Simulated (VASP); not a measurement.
# BeS (F-43m) in VASP: further runs

The runs below take BeS through relaxation of cell and atoms, with PBEsol, LDA, PBE, PBE+D3(BJ).

Program: VASP 6.6.1. These are calculated values, not measurements. Logs are shortened: lines on timing, memory, paths and dates and some standing lists are left out, and cuts for length are marked.

**1. Starting point**

The structure is cubic, space group F-43m (No. 216). Conventional cell: a = 4.870 Å, b = 4.870 Å, c = 4.870 Å, α = 90.00°, β = 90.00°, γ = 90.00°. Be (site symmetry -43m) is surrounded by 4 S at 2.11 Å. S (site symmetry -43m) has 4 Be at 2.11 Å as nearest neighbours.

The cell is a database's computed one.

**2. Relaxation of cell and atoms, PBEsol**

File INCAR:

```
SYSTEM = BeS
PREC     = Accurate       ! precision mode
ENCUT    = 600            ! plane-wave cutoff, eV
EDIFF    = 1E-7           ! SCF threshold, eV
ISMEAR   = 0              ! smearing method
SIGMA    = 0.02           ! smearing width, eV
LREAL    = .FALSE.        ! projectors in reciprocal space
LASPH    = .TRUE.         ! aspherical terms in the spheres
NELM     = 80             ! most SCF steps
ALGO     = Fast           ! electronic algorithm
ISIF     = 3              ! what is computed and relaxed
LWAVE    = .FALSE.        ! write WAVECAR
LCHARG   = .FALSE.        ! write CHGCAR
GGA      = PS             ! functional
IBRION   = 2              ! ionic algorithm
NSW      = 90             ! ionic steps
EDIFFG   = -0.005         ! ionic threshold
```

File KPOINTS:

```
Automatic mesh
0
G
  8 8 8
  0 0 0
```

File POSCAR:

```
BeS
1.0
    0.0000000000      2.4351516500      2.4351516500
    2.4351516500      0.0000000000      2.4351516500
    2.4351516500      2.4351516500      0.0000000000
Be S
1 1
Direct
    0.0000000000      0.0000000000      0.0000000000
    0.2500000000      0.2500000000      0.2500000000
```

Potentials or basis: VASP PAW PBE potentials, release 64 (Be, S).

Run with:

```sh
cat potpaw_PBE.64/Be/POTCAR potpaw_PBE.64/S/POTCAR > POTCAR
mpirun -np 1 vasp_std > vasp.out
```

OUTCAR:

```text
SYSTEM = BeS
   PREC = Accurate
   ENCUT = 600
   EDIFF = 1E-7
   ISMEAR = 0
   LREAL = .FALSE.
   LASPH = .TRUE.
   NELM = 80
   ISIF = 3
   GGA = PS
   IBRION = 2
   NSW = 90
   EDIFFG = -0.005

 ion  position               nearest neighbor table
   1  0.000  0.000  0.000-   2 2.11   2 2.11   2 2.11   2 2.11
   2  0.250  0.250  0.250-   1 2.11   1 2.11   1 2.11   1 2.11

  LATTYP: Found a face centered cubic cell.
 ALAT       =     4.8703033000

  Lattice vectors:

 A1 = (   0.0000000000,   2.4351516500,   2.4351516500)
 A2 = (   2.4351516500,   0.0000000000,   2.4351516500)
 A3 = (   2.4351516500,   2.4351516500,   0.0000000000)

Analysis of symmetry for initial positions (statically):
=====================================================================
 Subroutine PRICEL returns:
 Original cell was already a primitive cell.

 Routine SETGRP: Setting up the symmetry group for a
 face centered cubic supercell.

 Subroutine GETGRP returns: Found 24 space group operations
 (whereof 24 operations were pure point group operations)
 out of a pool of 48 trial point group operations.

The static configuration has the point symmetry T_d .

Analysis of symmetry for dynamics (positions and initial velocities):
=====================================================================
 Subroutine PRICEL returns:
 Original cell was already a primitive cell.

 Routine SETGRP: Setting up the symmetry group for a
 face centered cubic supercell.

 Subroutine GETGRP returns: Found 24 space group operations
 (whereof 24 operations were pure point group operations)
 out of a pool of 48 trial point group operations.

The dynamic configuration has the point symmetry T_d .

 Subroutine INISYM returns: Found 24 space group operations
 (whereof 24 operations are pure point group operations),
 and found     1 'primitive' translations

----------------------------------------------------------------------------------------

                                     Primitive cell

  volume of cell :      28.8807

  direct lattice vectors                    reciprocal lattice vectors
     0.000000000  2.435151650  2.435151650    -0.205326021  0.205326021  0.205326021
     2.435151650  0.000000000  2.435151650     0.205326021 -0.205326021  0.205326021
     2.435151650  2.435151650  0.000000000     0.205326021  0.205326021 -0.205326021

  length of vectors
     3.443824490  3.443824490  3.443824490     0.355635101  0.355635101  0.355635101

  position of ions in fractional coordinates (direct lattice)
     0.000000000  0.000000000  0.000000000
     0.250000000  0.250000000  0.250000000

  ion indices of the primitive-cell ions
   primitive index   ion index
                 1           1
                 2           2

----------------------------------------------------------------------------------------

 KPOINTS: Automatic mesh

Automatic generation of k-mesh.
 Grid dimensions read from file:
 generate k-points for:    8    8    8

 Generating k-lattice:

  Cartesian coordinates                     Fractional coordinates (reciprocal lattice)
    -0.025665753  0.025665753  0.025665753     0.125000000  0.000000000  0.000000000
     0.025665753 -0.025665753  0.025665753     0.000000000  0.125000000  0.000000000
     0.025665753  0.025665753 -0.025665753     0.000000000  0.000000000  0.125000000

  Length of vectors
     0.044454388  0.044454388  0.044454388

  Shift w.r.t. Gamma in fractional coordinates (k-lattice)
     0.000000000  0.000000000  0.000000000

 Subroutine IBZKPT returns following result:
 ===========================================

 Found     29 irreducible k-points:

 Following reciprocal coordinates:
            Coordinates               Weight
  0.000000  0.000000  0.000000      1.000000
  0.125000  0.000000  0.000000      8.000000
  0.250000  0.000000  0.000000      8.000000
  0.375000  0.000000  0.000000      8.000000
  0.500000  0.000000  0.000000      4.000000
  0.125000  0.125000  0.000000      6.000000
[... 16 lines left out ...]
  0.500000  0.250000  0.125000     48.000000
 -0.375000  0.250000  0.125000     24.000000
 [... further k-points ...]
   k-points           NKPTS =     29   k-points in BZ     NKDIM =     29   number of bands    NBANDS=      8
   number of dos      NEDOS =    301   number of ions     NIONS =      2
   total plane-waves  NPLWV =  21952
   dimension x,y,z NGX =    28 NGY =   28 NGZ =   28
   dimension x,y,z NGXF=    56 NGYF=   56 NGZF=   56
   ions per type =               1   1
   NGX,Y,Z   is equivalent  to a cutoff of  13.52, 13.52, 13.52 a.u.
   NGXF,Y,Z  is equivalent  to a cutoff of  27.03, 27.03, 27.03 a.u.
 SYSTEM =  BeS
   PREC   = accura    normal or accurate (medium, high low for compatibility)
   ISTART =      0    job   : 0-new  1-cont  2-samecut
   ICHARG =      2    charge: 1-file 2-atom 10-const
   ISPIN  =      1    spin polarized calculation?
   LNONCOLLINEAR =      F non collinear calculations
   LSORBIT =      F    spin-orbit coupling
   LASPH  =      T    aspherical Exc in radial PAW
   ENCUT  =  600.0 eV  44.10 Ry    6.64 a.u.   6.88  6.88  6.88*2*pi/ulx,y,z
   NELM   =     80;   NELMIN=  2; NELMDL= -5     # of ELM steps
   EDIFF  = 0.1E-06   stopping-criterion for ELM
   LREAL  =      F    real-space projection
   EDIFFG = -.5E-02   stopping-criterion for IOM
   NSW    =     90    number of steps for IOM
   IBRION =      2    ionic relax: 0-MD 1-quasi-New 2-CG
   NFREE  =      1    steps in history (QN), initial steepest desc. (CG)
   ISIF   =      3    stress and relaxation
   ISYM   =      2    0-nonsym 1-usesym 2-fastsym
   POTIM  = 0.5000    time-step for ionic-motion
   TEBEG  =    0.0;   TEEND  =   0.0 temperature during run
   PSTRESS=    0.0 pullay stress
   NELECT =       8.0000    total number of electrons
   NUPDOWN=      -1.0000    fix difference up-down
   EMIN   =  10.00;   EMAX   =-10.00  energy-range for DOS
   EFERMI =   0.00;   METHOD = LEGACY
   ISMEAR =     0;   SIGMA  =   0.02  broadening in eV -4-tet -1-fermi 0-gaus
   EFERMI_NEDOS =   21; number of points for ismear=-14 and -15
   IALGO  =     68    algorithm
   IMIX   =      4    mixing-type and parameters
     AMIX     =   0.40;   BMIX     =  1.00
     AMIX_MAG =   1.60;   BMIX_MAG =  1.00
  volume/ion in A,a.u.               =      14.44        97.45
  Fermi-wavevector in a.u.,A,eV,Ry     =   1.067175  2.016668 15.495153  1.138862
  Thomas-Fermi vector in A             =   2.202783
   LORBIT       =      0    0 simple, 1 ext, 2 COOP (PROOUT), +10 PAW based schemes
   GGA     = PS    functional components
   LHFCALC =     F    Hartree Fock is set to
   AEXX    =    0.0000 exact exchange contribution
   IVDW    =     0    specifies the selected vdW correction
   LEPSILON=     F    determine dielectric tensor
   LRPA    =     F    only Hartree local field effects (RPA)
 conjugate gradient relaxation of ions
 non-spin polarized calculation
 RMM-DIIS sequential band-by-band and
 Gauss-broadening in eV      SIGMA  =   0.02
  energy-cutoff  :      600.00
  volume of cell :       28.88
 maximum number of plane-waves:       982
   NGX = 13   NGY = 13   NGZ = 13

--------------------------------------- Ionic step        1  -------------------------------------------

 number of electron       7.9999999 magnetization

 Free energy of the ion-electron system (eV)
  ---------------------------------------------------
  ext. energy  EPLUGINS =         0.00000000
  ---------------------------------------------------
  free energy    TOTEN  =       -10.56165391 eV

  energy without entropy =      -10.56165391  energy(sigma->0) =      -10.56165391

------------------------ aborting loop because EDIFF is reached ----------------------------------------

  FORCE on cell =-STRESS in cart. coord.  units (eV):
  Direction    XX          YY          ZZ          XY          YZ          ZX
  --------------------------------------------------------------------------------------
  -------------------------------------------------------------------------------------
  Total       -0.3035257     -0.3035257     -0.3035257      0.0000000      0.0000000     -0.0000000
  in kB      -16.8382912    -16.8382912    -16.8382912      0.0000000      0.0000000     -0.0000000
  external PRESSURE =     -16.8382912 kB  Pullay stress =       0.0000000 kB
[... 57 lines left out ...]
  energy  without entropy=      -10.5642891473  energy(sigma->0) =      -10.56428915

--------------------------------------- Ionic step        3  -------------------------------------------

 number of electron       7.9999999 magnetization

 Free energy of the ion-electron system (eV)
  ---------------------------------------------------
  ext. energy  EPLUGINS =         0.00000000
  ---------------------------------------------------
  free energy    TOTEN  =       -10.56442546 eV

  energy without entropy =      -10.56442546  energy(sigma->0) =      -10.56442546

 E-fermi :   4.3176     XC(G=0):  -9.9238

 val. band max:        4.2023379764   @ k =   0.0000   0.0000   0.0000
 cond. band min:       7.1174743739   @ k =   0.5000   0.5000   0.0000
 fundamental gap:      2.9151363975
 Fermi energy:         4.3176442587

 k-point     1 :       0.0000    0.0000    0.0000
  band No.  band energies     occupation
      1      -9.5530      2.00000
      2       4.2023      2.00000
      3       4.2023      2.00000
      4       4.2023      2.00000
      5       9.8092      0.00000
      6       9.8092      0.00000
      7       9.8092      0.00000
      8       9.9552      0.00000
[... 243 lines left out ...]
 k-point    24 :      -0.3750    0.2500    0.1250
  band No.  band energies     occupation
      1      -7.6207      2.00000
      2      -1.1542      2.00000
      3       1.3744      2.00000
      4       2.3229      2.00000
      5      10.1684      0.00000
      6      10.7175      0.00000
      7      13.3130      0.00000
      8      14.6483      0.00000

 [... further k-points ...]
[... 5 lines left out ...]
  --------------------------------------------------------------------------------------
  -------------------------------------------------------------------------------------
  Total       -0.0020008     -0.0020008     -0.0020008      0.0000000     -0.0000000     -0.0000000
  in kB       -0.1130221     -0.1130221     -0.1130221      0.0000000     -0.0000000     -0.0000000
  external PRESSURE =      -0.1130221 kB  Pullay stress =       0.0000000 kB
[... 17 lines left out ...]
  FREE ENERGIE OF THE ION-ELECTRON SYSTEM (eV)
  ---------------------------------------------------
  free  energy   TOTEN  =       -10.5644254625 eV

  energy  without entropy=      -10.5644254625  energy(sigma->0) =      -10.56442546

 reached required accuracy - stopping structural energy minimisation
```

It took 22 s on 1 thread of Intel Xeon Platinum 8259CL at 2.50GHz (Skylake/Cascade Lake), shared host; peak memory 0.15 GiB.

What came out:

| Item | Value |
| --- | --- |
| Free energy | -10.5644 eV |
| Relaxed volume | 14.18 Å³/atom |
| Relaxed cell | a = 3.423 Å, b = 3.423 Å, c = 3.423 Å, α = 60.00°, β = 60.00°, γ = 60.00° |
| Space group after relaxing (to 0.05 Å) | F-43m (No. 216) |
| Energy gained by relaxing | 1.4 meV/atom |
| Ionic steps | 3 |
| Pressure after relaxing | 0.0 GPa |
| Band gap on the k mesh | 2.92 eV, indirect (least direct gap 5.61 eV) |

Step by step:
| step | energy change (eV) | largest force (eV/Å) | pressure (GPa) | volume (Å³) |
| --- | --- | --- | --- | --- |
| 1 | 0.0000 | 0.0000 | -1.68 | 28.88 |
| 2 | -0.0026 | 0.0000 | 0.39 | 28.25 |
| 3 | -0.0028 | 0.0000 | -0.01 | 28.36 |

Final structure:
```yaml
crystal:
  lattice:
    - [0.00000, 2.42051, 2.42051]
    - [2.42051, 0.00000, 2.42051]
    - [2.42051, 2.42051, 0.00000]
  atoms:
    - { symbol: Be, position: [0.00000, 0.00000, 0.00000] }
    - { symbol: S, position: [0.25000, 0.25000, 0.25000] }
```

Caveat: the PAW data sets were made with another functional, which shifts forces and pressure a little.

**3. Relaxation of cell and atoms, LDA**

INCAR: that of step 2 with these lines changed.

```diff
@@ -13,3 +13,2 @@
 LCHARG   = .FALSE.        ! write CHGCAR
-GGA      = PS             ! functional
 IBRION   = 2              ! ionic algorithm
```

KPOINTS is that of step 2.

POSCAR is that of step 2.

Potentials or basis: VASP PAW LDA potentials, release 64 (Be, S).

Run with:

```sh
cat potpaw_LDA.64/Be/POTCAR potpaw_LDA.64/S/POTCAR > POTCAR
mpirun -np 1 vasp_std > vasp.out
```

It took 21 s on 1 thread of Intel Xeon Platinum 8259CL at 2.50GHz (Skylake/Cascade Lake), shared host; peak memory 0.14 GiB.

It converged, with:

* Free energy: -11.1427 eV
* Relaxed volume: 13.80 Å³/atom
* Relaxed cell: a = 3.392 Å, b = 3.392 Å, c = 3.392 Å, α = 60.00°, β = 60.00°, γ = 60.00°
* Space group after relaxing (to 0.05 Å): F-43m (No. 216)
* Energy gained by relaxing: 8.8 meV/atom
* Ionic steps: 3
* Pressure after relaxing: 0.0 GPa
* Band gap on the k mesh: 2.83 eV, indirect (least direct gap 5.53 eV)

The path:
```csv
step,energy change (eV),largest force (eV/Å),pressure (GPa),volume (Å³)
1,0.0000,0.0000,-4.24,28.88
2,-0.0165,0.0000,1.09,27.31
3,-0.0175,0.0000,0.02,27.60
```

Final structure:
```yaml
crystal:
  lattice:
    - [0.00000, 2.39862, 2.39862]
    - [2.39862, 0.00000, 2.39862]
    - [2.39862, 2.39862, 0.00000]
  atoms:
    - { symbol: Be, position: [0.00000, 0.00000, 0.00000] }
    - { symbol: S, position: [0.25000, 0.25000, 0.25000] }
```

Levels at points of the mesh, in eV from the valence-band top:
| k point | band 1 | band 2 | band 3 | band 4 | band 5 | band 6 | band 7 | band 8 |
| --- | --- | --- | --- | --- | --- | --- | --- | --- |
| (0.00, 0.00, 0.00) | -13.88 | 0.00 | 0.00 | 0.00 | 5.53 | 5.53 | 5.53 | 5.96 |
| (0.50, 0.00, 0.00) | -12.16 | -6.06 | -1.09 | -1.09 | 5.48 | 6.43 | 6.43 | 11.07 |
| (0.50, 0.50, 0.00) | -11.58 | -5.21 | -2.79 | -2.79 | 2.83 | 4.77 | 12.88 | 12.88 |

A k mesh can miss the band edges. Expect the measured gap to be larger: semilocal functionals such as LDA lack the derivative discontinuity.

**4. Relaxation of cell and atoms, PBE**

INCAR: that of step 3 with these lines changed.

```diff
@@ -13,2 +13,3 @@
 LCHARG   = .FALSE.        ! write CHGCAR
+GGA      = PE             ! functional
 IBRION   = 2              ! ionic algorithm
```

KPOINTS is that of step 3.

POSCAR is that of step 3.

Potentials or basis: VASP PAW PBE potentials, release 64 (Be, S).

Run with:

```sh
cat potpaw_PBE.64/Be/POTCAR potpaw_PBE.64/S/POTCAR > POTCAR
mpirun -np 1 vasp_std > vasp.out
```

Wall time 19 s (1 thread of Intel Xeon Platinum 8259CL at 2.50GHz (Skylake/Cascade Lake), shared host); peak memory 0.15 GiB.

Results (log left out):

```
Free energy                            : -10.0135 eV
Relaxed volume                         : 14.50 Å³/atom
Relaxed cell                           : a = 3.448 Å, b = 3.448 Å, c = 3.448 Å, α = 60.00°, β = 60.00°, γ = 60.00°
Space group after relaxing (to 0.05 Å) : F-43m (No. 216)
Energy gained by relaxing              : 0.1 meV/atom
Ionic steps                            : 3
Pressure after relaxing                : 0.0 GPa
Band gap on the k mesh                 : 3.15 eV, indirect (least direct gap 5.68 eV)
```

The path:
```tsv
step	energy change (eV)	largest force (eV/Å)	pressure (GPa)	volume (Å³)
1	0.0000	0.0000	0.37	28.88
2	-0.0001	0.0000	-0.07	29.02
3	-0.0001	0.0000	0.00	29.00
```

Final structure:
```
CELL_PARAMETERS angstrom
0.00000 2.43840 2.43840
2.43840 0.00000 2.43840
2.43840 2.43840 0.00000
ATOMIC_POSITIONS crystal
Be 0.00000 0.00000 0.00000
S 0.25000 0.25000 0.25000
```

Levels at points of the mesh, in eV from the valence-band top:
| k point | band 2 | band 3 | band 4 | band 5 | band 6 | band 7 |
| --- | --- | --- | --- | --- | --- | --- |
| (0.00, 0.00, 0.00) | 0.00 | 0.00 | 0.00 | 5.68 | 5.68 | 5.68 |
| (0.50, 0.00, 0.00) | -5.68 | -1.01 | -1.01 | 5.42 | 6.57 | 6.57 |
| (0.50, 0.50, 0.00) | -4.94 | -2.58 | -2.58 | 3.15 | 4.93 | 12.65 |

A k mesh can miss the band edges.

**5. Relaxation of cell and atoms, PBE+D3(BJ)**

INCAR: that of step 4 with these lines changed.

```diff
@@ -14,2 +14,3 @@
 GGA      = PE             ! functional
+IVDW     = 12             ! dispersion correction
 IBRION   = 2              ! ionic algorithm
```

KPOINTS is that of step 4.

POSCAR is that of step 4.

Run with:

```sh
cat potpaw_PBE.64/Be/POTCAR potpaw_PBE.64/S/POTCAR > POTCAR
mpirun -np 1 vasp_std > vasp.out
```

Wall time 24 s (1 thread of Intel Xeon Platinum 8259CL at 2.50GHz (Skylake/Cascade Lake), shared host); peak memory 0.16 GiB.

The run converged. Its results:

* Free energy: -10.6177 eV
* Relaxed volume: 13.97 Å³/atom
* Relaxed cell: a = 3.406 Å, b = 3.406 Å, c = 3.406 Å, α = 60.00°, β = 60.00°, γ = 60.00°
* Space group after relaxing (to 0.05 Å): F-43m (No. 216)
* Energy gained by relaxing: 4.7 meV/atom
* Ionic steps: 3
* Pressure after relaxing: 0.0 GPa
* Band gap on the k mesh: 3.06 eV, indirect (least direct gap 5.66 eV)
* Dispersion energy per atom: -0.308 eV

Step by step:
| step | energy change (eV) | largest force (eV/Å) | pressure (GPa) | volume (Å³) |
| --- | --- | --- | --- | --- |
| 1 | 0.0000 | 0.0000 | -3.12 | 28.88 |
| 2 | -0.0090 | 0.0000 | 0.79 | 27.72 |
| 3 | -0.0095 | 0.0000 | 0.02 | 27.93 |

Final structure:
```xyz
2
Lattice="0.0000 2.4083 2.4083 2.4083 0.0000 2.4083 2.4083 2.4083 0.0000" Properties=species:S:1:pos:R:3 pbc="T T T"
Be    0.0000    0.0000    0.0000
S     1.2041    1.2041    1.2041
```

Levels at points of the mesh, in eV from the valence-band top:
| k point | band 1 | band 2 | band 3 | band 4 | band 5 | band 6 | band 7 | band 8 |
| --- | --- | --- | --- | --- | --- | --- | --- | --- |
| (0.00, 0.00, 0.00) | -13.83 | 0.00 | 0.00 | 0.00 | 5.66 | 5.66 | 5.66 | 6.06 |
| (0.50, 0.00, 0.00) | -12.17 | -5.92 | -1.06 | -1.06 | 5.55 | 6.56 | 6.56 | 11.31 |
| (0.50, 0.50, 0.00) | -11.60 | -5.13 | -2.71 | -2.71 | 3.06 | 4.90 | 12.95 | 12.95 |

A k mesh can miss the band edges. A hybrid or GW would open this gap; PBE tends to underestimate it.

**6. Overview**

| level | potentials or basis | gap on the mesh (eV) | pressure (GPa) | relaxed volume (Å³/atom) |
| --- | --- | --- | --- | --- |
| PBEsol | VASP PAW PBE potentials, release 64 (Be, S) | 2.92 | 0.0 | 14.18 |
| LDA | VASP PAW LDA potentials, release 64 (Be, S) | 2.83 | 0.0 | 13.80 |
| PBE | VASP PAW PBE potentials, release 64 (Be, S) | 3.15 | 0.0 | 14.50 |
| PBE+D3(BJ) | VASP PAW PBE potentials, release 64 (Be, S) | 3.06 | 0.0 | 13.97 |

Alike in all rows: task relaxation of cell and atoms; no spin polarisation; cell relaxed; k mesh 8 × 8 × 8; cutoff (eV) 600; smearing gaussian 0.02 eV.

Caveats: the PAW data sets were made with another functional, which shifts forces and pressure a little (some runs).

Absolute energies hang on the potentials; compare differences alone.
